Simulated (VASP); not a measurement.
SnO2 (Cassiterite):

```
Sn O
1.0
     4.73800    0.00000    0.00000
     0.00000    4.73800    0.00000
     0.00000    0.00000    3.18650
Sn O
2 4
Cartesian
  2.3690 2.3690 1.5933
  0.0000 0.0000 0.0000
  3.8240 0.9140 1.5933
  3.2830 3.2830 0.0000
  0.9140 3.8240 1.5933
  1.4550 1.4550 0.0000
```

- Program: VASP 6.6.1
- Task: relaxation of cell and atoms
- Functional: BEEF-vdW
- Potentials or basis: VASP PAW PBE potentials, release 64 (Sn_d, O)
- Cutoff: 600 eV
- k mesh: 6 × 6 × 8
- Occupations: fermi-dirac, width 0.05 eV
- Spin: no spin polarisation

At the start: pressure 12.8 GPa; volume 11.92 Å³/atom.

**Question.** Where does the relaxation end?

**Answer.** Over 7 steps the energy falls by 29.3 meV/atom and the volume is 12.69 Å³/atom (+6.5 %); space group P4_2/mnm (No. 136, to 0.05 Å).

Step by step:
```
step  energy change (eV)  largest force (eV/Å)  pressure (GPa)  volume (Å³)
   1              0.0000                0.3237           12.82        71.53
   2              0.0578                0.3738          -10.87        81.87
   3             -0.1739                0.0729           -0.02        76.03
   4             -0.1739                0.0666            0.20        75.94
   5             -0.1756                0.0067            0.07        76.09
   6             -0.1758                0.0169            0.02        76.15
   7             -0.1758                0.0027           -0.03        76.17
```

Final structure:
```
CELL_PARAMETERS angstrom
4.83957 0.00000 0.00000
0.00000 4.83957 0.00000
0.00000 0.00000 3.25212
ATOMIC_POSITIONS crystal
Sn 0.50000 0.50000 0.50000
Sn 0.00000 0.00000 0.00000
O 0.80651 0.19349 0.50000
O 0.69349 0.69349 0.00000
O 0.19349 0.80651 0.50000
O 0.30651 0.30651 0.00000
```

Caveat: the PAW data sets were made with another functional, which shifts forces and pressure a little.
